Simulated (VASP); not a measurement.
The system is TiSe.

```
CELL_PARAMETERS angstrom
0.00000 3.10300 3.10300
3.10300 0.00000 3.10300
3.10300 3.10300 0.00000
ATOMIC_POSITIONS crystal
Ti 0.00000 0.00000 0.00000
Se 0.25000 0.25000 0.25000
```

The cell comes from a database or a generator and needn't be the stable form of this composition.

```yaml
Program: VASP 6.6.1
Task: relaxation of cell and atoms
Functional: r2SCAN
Potentials_or_basis: VASP PAW PBE potentials, release 64 (Ti_sv, Se)
Cutoff: 600 eV
k_mesh: 8 × 8 × 8
Occupations: gaussian, width 0.05 eV
Spin: no spin polarisation
```

At the start: pressure -11.2 GPa; volume 29.88 Å³/atom.

Question: How do energy, volume and symmetry change on relaxing?

Answer: Over 3 steps the energy falls by 277.4 meV/atom and the volume is 23.48 Å³/atom (-21.4 %); space group F-43m (No. 216, to 0.05 Å).

Step by step:
| step | energy change (eV) | largest force (eV/Å) | pressure (GPa) | volume (Å³) |
| --- | --- | --- | --- | --- |
| 1 | 0.0000 | 0.0000 | -11.16 | 59.76 |
| 2 | -0.4826 | 0.0000 | 7.13 | 43.50 |
| 3 | -0.5549 | 0.0000 | 0.02 | 46.97 |

Final structure:
```
Ti Se
1.0
     0.00000    2.86363    2.86363
     2.86363    0.00000    2.86363
     2.86363    2.86363    0.00000
Ti Se
1 1
Direct
  0.00000 0.00000 0.00000
  0.25000 0.25000 0.25000
```

Caveat: the volume moved by over 15 % at a fixed basis, so the end points are rough; the PAW data sets were made with another functional, which shifts forces and pressure a little.
